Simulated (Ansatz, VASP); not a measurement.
One calculation of CdSe, two programs

```
Cd Se
1.0
    -0.11146    2.88924    3.04131
     3.04131   -0.11146    3.04131
     2.92985    2.77778    0.00000
Cd Se
1 1
Direct
  0.00000 0.00000 0.00000
  0.75000 0.75000 0.75000
```

Change from the starting cell: engineering shear strain xz -0.0733, normal strain along z -0.0500.

Alike in both runs: task single point; functional PBEsol; k mesh 10 × 10 × 10; occupations gaussian, width 0.05 eV; no spin polarisation.

|  | VASP | Ansatz |
| --- | --- | --- |
| version | VASP 6.6.1 | Ansatz 0.2.0 |
| potentials or method | VASP PAW PBE potentials, release 64 (Cd, Se) | scalar-relativistic, plane waves, PAW |
| plane-wave cutoff (eV) | 520 | 420 |
| valence electrons in the cell | 18 | 36 |

```csv
,VASP,Ansatz,Ansatz less VASP
gap on the k mesh at the Fermi level (eV),0.39,0.39,-0.002
least direct gap on the mesh (eV),0.39,0.39,-0.002
pressure (GPa),3.9,3.4,-0.44
largest component of the traceless stress (GPa),4.26,4.16,-0.103
rms of the force components (eV/Å),0.375,0.360,-0.0147
```

Atom by atom the forces differ by 0.015 eV/Å (rms over components). The two sets of potentials don't hold the same shells in valence.

Caveats: the PAW data sets were made with another functional, which shifts forces and pressure a little (VASP).
